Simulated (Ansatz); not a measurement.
# SnO (zincblende type): a single-point run

Aim: a sound single-point run of SnO (zincblende type). The structure is shown as the input types it.

Method: DFT, PBE, all-electron PAW with datasets made for the crystal, scalar-relativistic, in Ansatz 0.2.0.

## 1. Starting point

It takes space group F-43m (No. 216, cubic). The conventional cell has a = 5.401 Å, b = 5.401 Å, c = 5.401 Å, α = 90.00°, β = 90.00°, γ = 90.00°. Sn (site symmetry -43m) is surrounded by 4 O at 2.34 Å. O (site symmetry -43m) has 4 Sn at 2.34 Å as nearest neighbours.

Structure file:

```
Sn O
1.0
     0.00000    2.70060    2.70060
     2.70060    0.00000    2.70060
     2.70060    2.70060    0.00000
Sn O
1 1
Direct
  0.00000 0.00000 0.00000
  0.25000 0.25000 0.25000
```

## 2. Input and run

input.yaml

```yaml
crystal:
  lattice:
    - [0.0, 2.7005951184, 2.7005951184]
    - [2.7005951184, 0.0, 2.7005951184]
    - [2.7005951184, 2.7005951184, 0.0]
  atoms:
    - { symbol: Sn, position: [0.0, 0.0, 0.0] }
    - { symbol: O, position: [0.25, 0.25, 0.25] }
kpoints:
  mp_grid: { grid: [12, 12, 12] }
scf:
  occupations: { method: fermi_dirac, width: 2.0 }
  max_iter: 75
hamiltonian:
  xc: pbe
  pseudopotentials: { kind: all_electron, datasets: crystal }
output:
  forces: true
  stress: true
  eigenvalues: true
  efg: { contact_densities: true }
```

Command:

```bash
$ ansatz run input.yaml --threads 1 --pin off --max-ram 2048MiB --backend cpu --events-out ev --progress --plain --runs-dir out
```

Q: Will this input give a usable result? If not, why, and what should change?

This run ends as converged, with warnings (crystal datasets made, gradients without spin orbit, printed levels off). Convergence says nothing about whether the input makes sense.

In the input, scf.occupations.width is 2.0. A smearing this wide moves electrons out of filled levels into empty ones. A Fermi-Dirac width of 2 eV is an electron temperature of 23200 K.

The test: set scf.occupations.width to 0.08.
